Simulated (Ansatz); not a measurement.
# W under changes of volume

One of the cells (15.848 Å³/atom); the others are scaled copies at fixed shape and fractional positions:

```xyz
1
Lattice="-1.5823 1.5823 1.5823 1.5823 -1.5823 1.5823 1.5823 1.5823 -1.5823" Properties=species:S:1:pos:R:3 pbc="T T T"
W     0.0000    0.0000    0.0000
```

- Program: Ansatz 0.2.0
- Functional: PBEsol
- Potentials or basis: Ansatz PAW
- Cutoff: 420 eV (not typed: the program's choice for these potentials)
- k mesh: 12 × 12 × 12
- Occupations: fermi-dirac, width 0.05 eV
- Spin: no spin polarisation

```tsv
volume (Å³/atom)	energy over the lowest point (meV/atom)	pressure (GPa)
14.897	42.33	18.3
15.214	14.03	10.5
15.531	0.39	3.4
15.848	0.00	-3.0
16.165	11.66	-8.8
16.482	34.26	-14.1
16.798	?	?
```

What does the run at 16.798 Å³/atom give?

Energy over the lowest point 66.83 meV/atom; pressure -18.9 GPa.

Worked out: A Birch-Murnaghan fit of order 3 (a polynomial in V^(-2/3)) to the other rows has its minimum at 15.70 Å³/atom with B0 = V·E''(V) = 315 GPa and B' = 3.8. It gives 66.66 meV/atom at 16.798 Å³/atom, against the run's 66.83, and -dE/dV = -18.8 GPa, against -18.9.

Energies are extrapolated to zero smearing.

Caveats: the PAW data sets come from PBE, with cores solved anew for the run's functional, which leaves a small shift of forces and pressure.
